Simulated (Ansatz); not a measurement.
# Structure search for Si5Ge

Level of theory: Ansatz, DFT PBE, scalar-relativistic, plane waves, PAW. All cells share a 420 eV cutoff and Γ-centred k meshes spaced at most about 0.3 Å⁻¹ (about 0.25 or finer for metals, 2π included). No spin polarisation.

Formation energies are uncorrected and refer to the elements' standard structures at the same level.

All energies are static (0 K, no zero-point motion). Only the structures computed here compete, so a lower one can exist. For metals, differences of a few meV/atom aren't resolved. Kohn–Sham gaps at this level usually fall short of measured ones.

Invented guesses were relaxed alike, and ends that match in structure were merged. ΔE counts from the first row. Coordination counts Si atoms around Ge (those within 1.25 times the shortest such distance or 1.15 times the sum of covalent radii, 1.27 where that leaves under three; a plus sign parts nearer from farther groups; the shortest distance is added where it exceeds 1.18 times the sum of covalent radii). The ends were matched against large subsets of the Crystallography Open Database and the Materials Project, so a missing match doesn't prove that a structure is unreported.

```
 #                                         reached from     type and space group  atoms  Å³/atom        coordination  ΔE (meV/atom)  gap on mesh (eV)  in databases
 1                  a cell proposed by chemical analogy            Imm2 (No. 44)      6     20.9                Ge 4              0              0.58      no match
 2                  a cell proposed by chemical analogy          P-3m1 (No. 164)     12     20.9                Ge 3              0              0.54      no match
 3                  a cell proposed by chemical analogy          I-4m2 (No. 119)      6     20.9                Ge 4              1              0.58      no match
 4                  a cell proposed by chemical analogy           P3m1 (No. 156)      6     20.9                Ge 4              2              0.60      no match
 5                  a cell proposed by chemical analogy         P6_3mc (No. 186)     12     20.9                Ge 4              3              0.59      no match
 6  Si and Ge ordered on fcc sites, changed on relaxing            Immm (No. 71)      6     15.8              Ge 2+6            316              0.00      no match
 7  Si and Ge ordered on fcc sites, changed on relaxing         P4/mmm (No. 123)      6     15.5    Ge 10 from 2.9 Å            473              0.00      no match
 8                                          random cell         P6/mmm (No. 191)      6     15.6             Ge 2+12            483              0.00      no match
 9                       Si and Ge ordered on hcp sites          P-6m2 (No. 187)      6     15.3     Ge 6 from 3.0 Å            498              0.00      no match
10                       Si and Ge ordered on hcp sites          P-62m (No. 189)      6     15.4    Ge 12 from 2.8 Å            516              0.00      no match
11                       Si and Ge ordered on fcc sites          P-3m1 (No. 164)      6     15.6     Ge 6 from 3.0 Å            521              0.00      no match
12                                    HfPd5 type (Cmmm)            Cmmm (No. 65)      6     15.6              Ge 4+8            522              0.00      no match
13                                  EuAg5 type (P6/mmm)  CaCu5, P6/mmm (No. 191)      6     16.6  Ge 6+12 from 2.9 Å            564              0.00      no match
14                                   Be5Pt type (F-43m)          F-43m (No. 216)      6     15.9    Ge 16 from 3.0 Å            571              0.00      no match
15                                          random cell         P4/mmm (No. 123)      6     19.1                Ge 6            771              0.00      no match
16                                          random cell         P4/mmm (No. 123)      6     26.1                Ge 2            819              0.00      no match
17                                          random cell         P6/mmm (No. 191)      6     24.6                Ge 2            869              0.00      no match
```

The first two are tied within the noise. The first: Space group Imm2 (No. 44), orthorhombic, a = 3.898 Å, b = 11.690 Å, c = 5.511 Å. Around Si on a site of symmetry m lie 4 Si at 2.37 Å; Si on a second site of symmetry m has 3 Si at 2.37 Å and 1 Ge at 2.42 Å; Si on a site of symmetry mm2 has 2 Si at 2.37 Å and 2 Ge at 2.41 Å; around Ge lie 4 Si at 2.41–2.42 Å. Its energy over the elements is +0.008 eV/atom. The formation energy is too near zero to say whether this cell lies below the elements. An observed structure of this formula, if there is one, may be missing.

```cif
data_structure
_symmetry_space_group_name_H-M 'Imm2'
_symmetry_Int_Tables_number 44
_cell_length_a 3.8985
_cell_length_b 11.6900
_cell_length_c 5.5109
_cell_angle_alpha 90.000
_cell_angle_beta 90.000
_cell_angle_gamma 90.000
_cell_volume 251.15
loop_
_atom_site_label
_atom_site_type_symbol
_atom_site_symmetry_multiplicity
_atom_site_Wyckoff_symbol
_atom_site_fract_x
_atom_site_fract_y
_atom_site_fract_z
_atom_site_occupancy
Si1 Si 4 d 0.00000 0.33284 0.00000 1
Si2 Si 4 d 0.00000 0.16937 0.25391 1
Si3 Si 2 b 0.50000 0.00000 0.74227 1
Ge1 Ge 2 a 0.00000 0.00000 0.99990 1
```

The second: Space group P-3m1 (No. 164), trigonal, a = 3.899 Å, c = 19.092 Å. Around Si on its first site lie 4 Si at 2.36–2.38 Å; Si on its second site has 4 Si at 2.37–2.38 Å; Si on its third site is surrounded by 4 Si at 2.37–2.38 Å; around Ge lie 3 Si at 2.40 Å and 1 Ge at 2.48 Å; 2 more sites not described. Counting Si atoms around Ge, the first has Ge 4 and the second has Ge 3. Cells relaxed within their symmetry can be saddle points.
